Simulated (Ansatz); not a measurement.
GaAs, DFT, LDA, PAW with Ansatz's default frozen-core files, scalar-relativistic (Ansatz 0.2.0), run on 1 thread of Intel(R) Xeon(R) 6975P-C (Granite Rapids) on a shared host.

The cell is COD entry 9008845, as deposited and not checked against the literature; nothing was relaxed. The listed cell was then made from it by scaling, straining or moving an atom.

Command: `ansatz run input.yaml --threads 1 --pin off --max-ram 3072MiB --backend cpu --events-out ev --progress --plain --runs-dir out`

```yaml
crystal:
  lattice:
    - [0.0, 2.82685, 2.9116555]
    - [2.82685, 0.0, 2.9116555]
    - [2.82685, 2.82685, 0.0]
  atoms:
    - { symbol: Ga, position: [0.0, 0.0, 0.0] }
    - { symbol: As, position: [0.75, 0.75, 0.75] }
kpoints:
  mp_grid: { grid: [11, 11, 11] }
scf:
  occupations: { method: fermi_dirac, width: 0.05 }
hamiltonian:
  xc: lda
  pseudopotentials: { kind: paw }
output:
  forces: true
  stress: true
  eigenvalues: true
  efg: { contact_densities: true }
```

Q: How large is the problem that the program sets up?

A: 126 irreducible k-points, 909 plane waves at Γ, 18 bands.

Q: Estimate the wall time and the peak memory.

A: 5.5 s of wall time for 6 SCF iterations, with a peak of 0.49 GiB. Times on shared machines scatter by tens of per cent.

Q: And the same cell and mesh by crystal-made all-electron datasets, asked for forces, stress, eigenvalues, efg, on the same hardware?

A: 11 s, peak memory 0.65 GiB.
